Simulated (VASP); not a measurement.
# BaF2 (Fm-3m) in VASP: notebook

Aim: see how the results for BaF2 move with the level of theory and the settings. Levels: PBEsol, RPBE. Tasks: relaxation of cell and atoms.

Everything below comes from runs of VASP 6.6.1. Logs are shortened: lines on timing, memory, paths and dates and some standing lists are left out, and cuts for length are marked.

## 1. The crystal as given

It takes space group Fm-3m (No. 225, cubic). The conventional cell has a = 6.226 Å, b = 6.226 Å, c = 6.226 Å, α = 90.00°, β = 90.00°, γ = 90.00°. Around Ba (site symmetry m-3m) lie 8 F at 2.70 Å. F (site symmetry -43m) is surrounded by 4 Ba at 2.70 Å.

The cell comes from a database or a generator and needn't be the stable form of this composition.

## 2. Relaxation of cell and atoms, PBEsol

The input, INCAR:

```
PREC = Accurate ; ENCUT = 480
EDIFF = 1E-7 ; ISMEAR = 0
SIGMA = 0.02 ; LREAL = False
LASPH = True ; NELM = 60
ALGO = Normal ; ISIF = 3
LWAVE = False ; LCHARG = False
GGA = PS ; IBRION = 2
NSW = 90 ; EDIFFG = -0.005
```

The input, KPOINTS:

```
regular mesh
0
Gamma
  6 6 6
```

The input, POSCAR:

```
BaF2
1.0
    0.0000000000      3.1128654100      3.1128654100
    3.1128654100      0.0000000000      3.1128654100
    3.1128654100      3.1128654100      0.0000000000
Ba F
1 2
Direct
    0.0000000000      0.0000000000      0.0000000000
    0.2500000000      0.2500000000      0.2500000000
    0.7500000000      0.7500000000      0.7500000000
```

Potentials or basis: VASP PAW PBE potentials, release 64 (Ba_sv, F_s).

Started as:

```sh
$ cat potpaw_PBE.64/Ba_sv/POTCAR potpaw_PBE.64/F_s/POTCAR > POTCAR
$ mpirun -np 1 vasp_std > vasp.out
```

OUTCAR:

```text
PREC = Accurate
   ENCUT = 480
   EDIFF = 1E-7
   ISMEAR = 0
   LREAL = False
   LASPH = True
   NELM = 60
   ISIF = 3
   GGA = PS
   IBRION = 2
   NSW = 90
   EDIFFG = -0.005

 ion  position               nearest neighbor table
   1  0.000  0.000  0.000-   3 2.70   3 2.70   3 2.70   2 2.70   3 2.70   2 2.70   2 2.70   2 2.70

   2  0.250  0.250  0.250-   1 2.70   1 2.70   1 2.70   1 2.70
   3  0.750  0.750  0.750-   1 2.70   1 2.70   1 2.70   1 2.70

  LATTYP: Found a face centered cubic cell.
 ALAT       =     6.2257308200

  Lattice vectors:

 A1 = (   0.0000000000,   3.1128654100,   3.1128654100)
 A2 = (   3.1128654100,   0.0000000000,   3.1128654100)
 A3 = (   3.1128654100,   3.1128654100,   0.0000000000)

Analysis of symmetry for initial positions (statically):
=====================================================================
 Subroutine PRICEL returns:
 Original cell was already a primitive cell.

 Routine SETGRP: Setting up the symmetry group for a
 face centered cubic supercell.

 Subroutine GETGRP returns: Found 48 space group operations
 (whereof 48 operations were pure point group operations)
 out of a pool of 48 trial point group operations.

The static configuration has the point symmetry O_h .

Analysis of symmetry for dynamics (positions and initial velocities):
=====================================================================
 Subroutine PRICEL returns:
 Original cell was already a primitive cell.

 Routine SETGRP: Setting up the symmetry group for a
 face centered cubic supercell.

 Subroutine GETGRP returns: Found 48 space group operations
 (whereof 48 operations were pure point group operations)
 out of a pool of 48 trial point group operations.

The dynamic configuration has the point symmetry O_h .

 Subroutine INISYM returns: Found 48 space group operations
 (whereof 48 operations are pure point group operations),
 and found     1 'primitive' translations

----------------------------------------------------------------------------------------

                                     Primitive cell

  volume of cell :      60.3269

  direct lattice vectors                    reciprocal lattice vectors
     0.000000000  3.112865410  3.112865410    -0.160623713  0.160623713  0.160623713
     3.112865410  0.000000000  3.112865410     0.160623713 -0.160623713  0.160623713
     3.112865410  3.112865410  0.000000000     0.160623713  0.160623713 -0.160623713

  length of vectors
     4.402256481  4.402256481  4.402256481     0.278208432  0.278208432  0.278208432

  position of ions in fractional coordinates (direct lattice)
     0.000000000  0.000000000  0.000000000
     0.250000000  0.250000000  0.250000000
     0.750000000  0.750000000  0.750000000

  ion indices of the primitive-cell ions
   primitive index   ion index
                 1           1
                 2           2
                 3           3

----------------------------------------------------------------------------------------

 KPOINTS: regular mesh

Automatic generation of k-mesh.
 Grid dimensions read from file:
 generate k-points for:    6    6    6

 Generating k-lattice:

  Cartesian coordinates                     Fractional coordinates (reciprocal lattice)
    -0.026770619  0.026770619  0.026770619     0.166666667  0.000000000  0.000000000
     0.026770619 -0.026770619  0.026770619     0.000000000  0.166666667  0.000000000
     0.026770619  0.026770619 -0.026770619     0.000000000  0.000000000  0.166666667

  Length of vectors
     0.046368072  0.046368072  0.046368072

  Shift w.r.t. Gamma in fractional coordinates (k-lattice)
     0.000000000  0.000000000  0.000000000

 Subroutine IBZKPT returns following result:
 ===========================================

 Found     16 irreducible k-points:

 Following reciprocal coordinates:
            Coordinates               Weight
  0.000000  0.000000  0.000000      1.000000
  0.166667  0.000000  0.000000      8.000000
  0.333333  0.000000  0.000000      8.000000
  0.500000  0.000000  0.000000      4.000000
  0.166667  0.166667  0.000000      6.000000
  0.333333  0.166667  0.000000     24.000000
[... 8 lines left out ...]
 -0.333333  0.333333  0.166667     24.000000
 -0.333333  0.500000  0.166667     12.000000
   k-points           NKPTS =     16   k-points in BZ     NKDIM =     16   number of bands    NBANDS=     16
   number of dos      NEDOS =    301   number of ions     NIONS =      3
   total plane-waves  NPLWV =  32768
   dimension x,y,z NGX =    32 NGY =   32 NGZ =   32
   dimension x,y,z NGXF=    64 NGYF=   64 NGZF=   64
   ions per type =               1   2
   NGX,Y,Z   is equivalent  to a cutoff of  12.08, 12.08, 12.08 a.u.
   NGXF,Y,Z  is equivalent  to a cutoff of  24.17, 24.17, 24.17 a.u.
 SYSTEM =  unknown system
   PREC   = accura    normal or accurate (medium, high low for compatibility)
   ISTART =      0    job   : 0-new  1-cont  2-samecut
   ICHARG =      2    charge: 1-file 2-atom 10-const
   ISPIN  =      1    spin polarized calculation?
   LNONCOLLINEAR =      F non collinear calculations
   LSORBIT =      F    spin-orbit coupling
   LASPH  =      T    aspherical Exc in radial PAW
   ENCUT  =  480.0 eV  35.28 Ry    5.94 a.u.   7.86  7.86  7.86*2*pi/ulx,y,z
   NELM   =     60;   NELMIN=  2; NELMDL= -5     # of ELM steps
   EDIFF  = 0.1E-06   stopping-criterion for ELM
   LREAL  =      F    real-space projection
   EDIFFG = -.5E-02   stopping-criterion for IOM
   NSW    =     90    number of steps for IOM
   IBRION =      2    ionic relax: 0-MD 1-quasi-New 2-CG
   NFREE  =      1    steps in history (QN), initial steepest desc. (CG)
   ISIF   =      3    stress and relaxation
   ISYM   =      2    0-nonsym 1-usesym 2-fastsym
   POTIM  = 0.5000    time-step for ionic-motion
   TEBEG  =    0.0;   TEEND  =   0.0 temperature during run
   PSTRESS=    0.0 pullay stress
   NELECT =      24.0000    total number of electrons
   NUPDOWN=      -1.0000    fix difference up-down
   EMIN   =  10.00;   EMAX   =-10.00  energy-range for DOS
   EFERMI =   0.00;   METHOD = LEGACY
   ISMEAR =     0;   SIGMA  =   0.02  broadening in eV -4-tet -1-fermi 0-gaus
   EFERMI_NEDOS =   21; number of points for ismear=-14 and -15
   IALGO  =     38    algorithm
   IMIX   =      4    mixing-type and parameters
     AMIX     =   0.40;   BMIX     =  1.00
     AMIX_MAG =   1.60;   BMIX_MAG =  1.00
  volume/ion in A,a.u.               =      20.11       135.70
  Fermi-wavevector in a.u.,A,eV,Ry     =   1.204042  2.275309 19.724593  1.449717
  Thomas-Fermi vector in A             =   2.339778
   LORBIT       =      0    0 simple, 1 ext, 2 COOP (PROOUT), +10 PAW based schemes
   GGA     = PS    functional components
   LHFCALC =     F    Hartree Fock is set to
   AEXX    =    0.0000 exact exchange contribution
   IVDW    =     0    specifies the selected vdW correction
   LEPSILON=     F    determine dielectric tensor
   LRPA    =     F    only Hartree local field effects (RPA)
 conjugate gradient relaxation of ions
 non-spin polarized calculation
 Gauss-broadening in eV      SIGMA  =   0.02
  energy-cutoff  :      480.00
  volume of cell :       60.33
 maximum number of plane-waves:      1459
   NGX = 15   NGY = 15   NGZ = 15

--------------------------------------- Ionic step        1  -------------------------------------------

 number of electron      23.9999988 magnetization

 Free energy of the ion-electron system (eV)
  ---------------------------------------------------
  ext. energy  EPLUGINS =         0.00000000
  ---------------------------------------------------
  free energy    TOTEN  =       -17.63405013 eV

  energy without entropy =      -17.63405013  energy(sigma->0) =      -17.63405013

------------------------ aborting loop because EDIFF is reached ----------------------------------------

  FORCE on cell =-STRESS in cart. coord.  units (eV):
  Direction    XX          YY          ZZ          XY          YZ          ZX
  --------------------------------------------------------------------------------------
  -------------------------------------------------------------------------------------
  Total       -0.5131808     -0.5131808     -0.5131808     -0.0000000      0.0000000      0.0000000
  in kB      -13.6291877    -13.6291877    -13.6291877     -0.0000000      0.0000000      0.0000000
  external PRESSURE =     -13.6291877 kB  Pullay stress =       0.0000000 kB

 VOLUME and BASIS-vectors are now :
 -----------------------------------------------------------------------------
  energy-cutoff  :      480.00
  volume of cell :       60.33
      direct lattice vectors                 reciprocal lattice vectors
     0.000000000  3.112865410  3.112865410    -0.160623713  0.160623713  0.160623713
     3.112865410  0.000000000  3.112865410     0.160623713 -0.160623713  0.160623713
     3.112865410  3.112865410  0.000000000     0.160623713  0.160623713 -0.160623713
[... 38 lines left out ...]
 POSITION                                       TOTAL-FORCE (eV/Angst)
 -----------------------------------------------------------------------------------
      3.08718      3.08718      0.00000        -0.000000     -0.000000     -0.000000
      1.54359      1.54359      1.54359        -0.000000     -0.000000     -0.000000
      4.63077      4.63077      4.63077         0.000000      0.000000      0.000000
 -----------------------------------------------------------------------------------
    total drift:                               -0.000000     -0.000000      0.000000

  FREE ENERGIE OF THE ION-ELECTRON SYSTEM (eV)
  ---------------------------------------------------
  free  energy   TOTEN  =       -17.6400468782 eV

  energy  without entropy=      -17.6400468782  energy(sigma->0) =      -17.64004688

--------------------------------------- Ionic step        3  -------------------------------------------

 number of electron      23.9999978 magnetization

 Free energy of the ion-electron system (eV)
  ---------------------------------------------------
  ext. energy  EPLUGINS =         0.00000000
  ---------------------------------------------------
  free energy    TOTEN  =       -17.64007691 eV

  energy without entropy =      -17.64007691  energy(sigma->0) =      -17.64007691

 E-fermi :  -1.8437     XC(G=0):  -8.9667

 val. band max:       -2.0126405814   @ k =  -0.1667   0.1667   0.0000
 cond. band min:       4.6715523446   @ k =   0.0000   0.0000   0.0000
 fundamental gap:      6.6841929260
 Fermi energy:        -1.8436596249

 k-point     1 :       0.0000    0.0000    0.0000
  band No.  band energies     occupation
      1     -25.0496      2.00000
      2     -20.8196      2.00000
      3     -20.7635      2.00000
      4      -9.8625      2.00000
      5      -9.8625      2.00000
      6      -9.8625      2.00000
[... 8 lines left out ...]
     15       7.1516      0.00000
     16       9.4144      0.00000
[... 305 lines left out ...]
 POSITION                                       TOTAL-FORCE (eV/Angst)
 -----------------------------------------------------------------------------------
      0.00000      0.00000      0.00000        -0.000000     -0.000000      0.000000
      1.54442      1.54442      1.54442         0.000000      0.000000      0.000000
      4.63325      4.63325      4.63325        -0.000000     -0.000000     -0.000000
 -----------------------------------------------------------------------------------
    total drift:                               -0.000000     -0.000000      0.000000

  FREE ENERGIE OF THE ION-ELECTRON SYSTEM (eV)
  ---------------------------------------------------
  free  energy   TOTEN  =       -17.6400769062 eV

  energy  without entropy=      -17.6400769062  energy(sigma->0) =      -17.64007691

 reached required accuracy - stopping structural energy minimisation
```

It took 28 s on 1 thread of Intel Xeon Platinum 8488C (Sapphire Rapids), shared host; peak memory 0.19 GiB.

Results:

```
Free energy                            : -17.6401 eV
Relaxed volume                         : 19.65 Å³/atom
Relaxed cell                           : a = 4.368 Å, b = 4.368 Å, c = 4.368 Å, α = 60.00°, β = 60.00°, γ = 60.00°
Space group after relaxing (to 0.05 Å) : Fm-3m (No. 225)
Energy gained by relaxing              : 2.0 meV/atom
Ionic steps                            : 3
Pressure after relaxing                : 0.0 GPa
Band gap on the k mesh                 : 6.68 eV, indirect (least direct gap 6.76 eV)
```

The path:
| step | energy change (eV) | largest force (eV/Å) | pressure (GPa) | volume (Å³) |
| --- | --- | --- | --- | --- |
| 1 | 0.0000 | 0.0000 | -1.36 | 60.33 |
| 2 | -0.0060 | 0.0000 | 0.10 | 58.85 |
| 3 | -0.0060 | 0.0000 | 0.00 | 58.94 |

Final structure:
```
Ba F
1.0
     0.00000    3.08883    3.08883
     3.08883    0.00000    3.08883
     3.08883    3.08883    0.00000
Ba F
1 2
Direct
  0.00000 0.00000 0.00000
  0.25000 0.25000 0.25000
  0.75000 0.75000 0.75000
```

Levels at points of the mesh, in eV from the valence-band top:
| k point | band 8 | band 9 | band 10 | band 11 | band 12 | band 13 | band 14 | band 15 | band 16 |
| --- | --- | --- | --- | --- | --- | --- | --- | --- | --- |
| (0.00, 0.00, 0.00) | -1.55 | -1.55 | -0.07 | -0.07 | -0.07 | 6.68 | 9.16 | 9.16 | 11.43 |
| (0.50, 0.00, 0.00) | -1.13 | -0.68 | -0.34 | -0.16 | -0.16 | 9.08 | 9.18 | 9.18 | 9.74 |
| (0.50, 0.50, 0.00) | -0.37 | -0.37 | -0.31 | -0.31 | -0.13 | 7.21 | 8.97 | 10.72 | 12.00 |

Caveat: the PAW data sets were made with another functional, which shifts forces and pressure a little; spin-orbit coupling is left out, which moves the levels of the heavy elements. PBEsol gaps usually lie below the measured ones, often by a third to a half.

## 3. Relaxation of cell and atoms, RPBE

The input, INCAR:

```
PREC = Accurate ; ENCUT = 600
EDIFF = 1E-7 ; ISMEAR = 0
SIGMA = 0.02 ; LREAL = False
LASPH = True ; NELM = 60
ALGO = Normal ; ISIF = 3
LWAVE = False ; LCHARG = False
GGA = RP ; IBRION = 2
NSW = 90 ; EDIFFG = -0.005
```

KPOINTS is that of step 2.

POSCAR is that of step 2.

Potentials or basis: VASP PAW PBE potentials, release 64 (Ba_sv, F).

Started as:

```sh
$ cat potpaw_PBE.64/Ba_sv/POTCAR potpaw_PBE.64/F/POTCAR > POTCAR
$ mpirun -np 1 vasp_std > vasp.out
```

Wall time 48 s (1 thread of Intel Xeon Platinum 8488C (Sapphire Rapids), shared host); peak memory 0.21 GiB.

It converged, with:

```yaml
Free_energy: -16.3993 eV
Relaxed_volume: 21.76 Å³/atom
Relaxed_cell: a = 4.519 Å, b = 4.519 Å, c = 4.519 Å, α = 60.00°, β = 60.00°, γ = 60.00°
Space_group_after_relaxing_to_0.05_Å: Fm-3m (No. 225)
Energy_gained_by_relaxing: 20.2 meV/atom
Ionic_steps: 3
Pressure_after_relaxing: 0.0 GPa
Band_gap_on_the_k_mesh: 6.65 eV, indirect (least direct gap 6.69 eV)
```

Step by step:
| step | energy change (eV) | largest force (eV/Å) | pressure (GPa) | volume (Å³) |
| --- | --- | --- | --- | --- |
| 1 | 0.0000 | 0.0000 | 4.25 | 60.33 |
| 2 | -0.0607 | 0.0000 | 0.11 | 65.11 |
| 3 | -0.0607 | 0.0000 | 0.00 | 65.27 |

Final structure:
```
Ba F
1.0
     0.00000    3.19570    3.19570
     3.19570    0.00000    3.19570
     3.19570    3.19570    0.00000
Ba F
1 2
Direct
  0.00000 0.00000 0.00000
  0.25000 0.25000 0.25000
  0.75000 0.75000 0.75000
```

Levels at points of the mesh, in eV from the valence-band top:
| k point | band 9 | band 10 | band 11 | band 12 | band 13 | band 14 | band 15 | band 16 |
| --- | --- | --- | --- | --- | --- | --- | --- | --- |
| (0.00, 0.00, 0.00) | -1.21 | -0.04 | -0.04 | -0.04 | 6.65 | 8.89 | 8.89 | 10.71 |
| (0.50, 0.00, 0.00) | -0.55 | -0.33 | -0.16 | -0.16 | 8.68 | 8.87 | 8.87 | 9.70 |
| (0.50, 0.50, 0.00) | -0.36 | -0.25 | -0.25 | -0.05 | 7.22 | 8.62 | 10.11 | 11.20 |

Caveat: the PAW data sets were made with another functional, which shifts forces and pressure a little; spin-orbit coupling is left out, which moves the levels of the heavy elements.
